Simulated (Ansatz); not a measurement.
## CuO (Tenorite) in Ansatz: the effect of functional

The system is CuO (Tenorite).

```
CELL_PARAMETERS angstrom
2.29404 -1.67637 0.00000
2.29404 1.67637 0.00000
-0.83268 0.00000 4.95462
ATOMIC_POSITIONS crystal
Cu 0.50000 0.00000 0.50000
Cu 0.00000 0.50000 0.00000
O 0.41840 0.58160 0.75000
O 0.58160 0.41840 0.25000
```

The cell isn't the ideal one: volume scaled by 0.94.

Alike in all runs:

- Program: Ansatz 0.2.0
- Task: single point
- Potentials or basis: Ansatz PAW
- k mesh: 10 × 10 × 5
- Occupations: fermi-dirac, width 0.05 eV
- Spin: no spin polarisation

One run gave: pressure 2.1 GPa; largest force 0.27 eV/Å. Which functional did it use?
A. LDA
B. r2SCAN
C. PBE

A.

```tsv
functional	cutoff	pressure (GPa)	largest force (eV/Å)
LDA	420 eV (not typed: the program's choice for these potentials)	2.1	0.27
r2SCAN	500 eV (not typed: the program's choice for these potentials)	11.6	0.07
PBE	420 eV (not typed: the program's choice for these potentials)	19.1	0.05
```

Caveats: the run has no spin polarisation, though such a crystal can be magnetic; the PAW data sets come from PBE, with cores solved anew for the run's functional, which leaves a small shift of forces and pressure (some runs).
